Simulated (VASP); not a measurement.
A run of VASP 6.6.1:

Contents of INCAR:

```
PREC = Accurate ; ENCUT = 520
EDIFF = 1E-7 ; ISMEAR = 0
SIGMA = 0.02 ; LREAL = F
LASPH = T ; NELM = 60
ALGO = Fast ; ISIF = 4
LWAVE = F ; LCHARG = F
GGA = PS ; IVDW = 12
IBRION = 2 ; NSW = 80
EDIFFG = -0.002
```

File KPOINTS:

```
regular mesh
0
Gamma
  15 15 15
```

The input POSCAR:

```
P                                       
1.0
    1.7139648153      0.9895580499      2.8035766797
   -1.7139648153      0.9895580499      2.8035766797
    0.0000000000     -1.9791160910      2.8035766800
  P             
     2
Direct
     0.2412978559540520    0.2412978559540520    0.2412978559536256
     0.7587021440459480    0.7587021440459480    0.7587021440463744
```

Potentials or basis: VASP PAW PBE potentials, release 64 (P).

The run is started by

```console
$ cat potpaw_PBE.64/P/POTCAR > POTCAR
$ mpirun -np 1 vasp_std > vasp.out
```

Hardware: 1 thread of AMD EPYC 7R43 64-Core Processor (Zen 3), on a shared host.

**Question.** Estimate the wall time of this run.

**Answer.** Wall time 8.7 min on 1 thread of AMD EPYC 7R43 64-Core Processor (Zen 3), with other jobs on the host, peak memory 0.17 GiB. Counts: scf iterations 38, k points 344, ion steps 6.
